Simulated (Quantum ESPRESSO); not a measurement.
Here is a Quantum ESPRESSO 7.5 calculation.

Contents of pw.in:

```
&CONTROL
  calculation = 'vc-relax'
  prefix = 'pwscf'
  outdir = './tmp'
  pseudo_dir = './pseudo'
  tprnfor = .true.
  tstress = .true.
  disk_io = 'low'
  nstep = 40
  forc_conv_thr = 0.0004
  etot_conv_thr = 1d-05
/
&SYSTEM
  ibrav = 0
  nat = 4
  ntyp = 2
  ecutwfc = 82
  nbnd = 24
  input_dft = 'blyp'
  occupations = 'smearing'
  smearing = 'mv'
  degauss = 0.00999582
  vdw_corr = 'grimme-d3'
  dftd3_version = 4
/
&ELECTRONS
  conv_thr = 1d-06
  electron_maxstep = 120
  mixing_beta = 0.5
/
&IONS
  ion_dynamics = 'bfgs'
/
&CELL
  cell_dynamics = 'bfgs'
  press = 0
  press_conv_thr = 0.3
/
ATOMIC_SPECIES
Zr    91.2240 Zr.upf
C     12.0110 C.upf
CELL_PARAMETERS bohr
  -0.1948694650   -4.4850752661   -3.9853209219
   0.1155520849    4.5204430023   -4.0206886581
   9.6359915638    0.3104215499    0.0793173990
ATOMIC_POSITIONS bohr
Zr    -0.0054983265    0.0116189738   -3.9970382048
Zr     4.7852912635    0.1390940327    0.0234450072
C      4.7902196914    0.1779460033   -3.9501046966
C      9.4277837515   -4.1575233916   -3.9089978490
K_POINTS automatic
4 4 2 1 1 1
```

Potentials or basis: PseudoDojo 0.4.1 SR LDA stringent.

Command:

```console
$ OMP_NUM_THREADS=1 pw.x -in pw.in > pw.out
```

Question: Estimate the relaxed volume.

Answer: 12.77 Å³/atom.

Question: Estimate the relaxed cell.

Answer: a = 3.304 Å, b = 3.304 Å, c = 4.681 Å, α = 90.00°, β = 90.01°, γ = 90.03°.

Stress tensor (GPa, compression positive):
```
-0.01 -0.02 -0.02
-0.02  0.05  0.01
-0.02  0.01  0.26
```

Caveat: the k mesh is coarse (spacing up to 0.62 Å⁻¹), so the values aren't converged; the potentials were made for another functional, which shifts forces and pressure.
